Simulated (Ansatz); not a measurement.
Theory: Ansatz, DFT PBE, scalar-relativistic, plane waves, PAW. Settings: cutoff 420 eV, Γ-centred meshes spaced at most about 0.3 Å⁻¹, and about 0.25 Å⁻¹ or finer for metals (2π included), Gaussian smearing. No spin polarisation in the final relaxations.

These are static total energies at zero pressure. All come from trial cells, and lower structures may exist.

**Question.** Order these relaxed structures of TiH4 by energy, lowest first, with the energy over the lowest of them.
1.

```xyz
5
Lattice="1.7098 -2.7891 0.0000 1.7098 2.7891 0.0000 0.0000 0.0000 3.3452" Properties=species:S:1:pos:R:3 pbc="T T T"
Ti    0.0000    0.0000    0.0000
H     1.7098   -0.8961    0.0000
H     1.7098    0.8961    0.0000
H     2.6539    0.0000    1.6726
H     0.7657    0.0000    1.6726
```

2.

```xyz
5
Lattice="2.4855 0.0000 0.0000 0.0000 2.8688 0.0000 0.0000 0.0000 5.9711" Properties=species:S:1:pos:R:3 pbc="T T T"
Ti    0.0000    0.0000    0.0000
H     1.2428    0.0000    4.5234
H     1.2428    1.4344    0.9739
H     1.2428    1.4344    4.9972
H     1.2428    0.0000    1.4477
```

**Answer.** 1 (0 meV/atom), 2 (182 meV/atom). Forms: 1 Cmmm; 2 Pmmm. Counting H atoms around Ti (those within 1.25 times the shortest such distance or 1.15 times the sum of covalent radii, 1.27 where that leaves under three; a plus sign parts nearer from farther groups): cell 1 has Ti 10; cell 2 has Ti 4+8.

With hydrogen, zero-point motion can shift such differences by 10 meV/atom or more. Cells relaxed within their symmetry can be saddle points. Some structure types and database cells were kept out of the candidates from the start, so a known form may be missing.
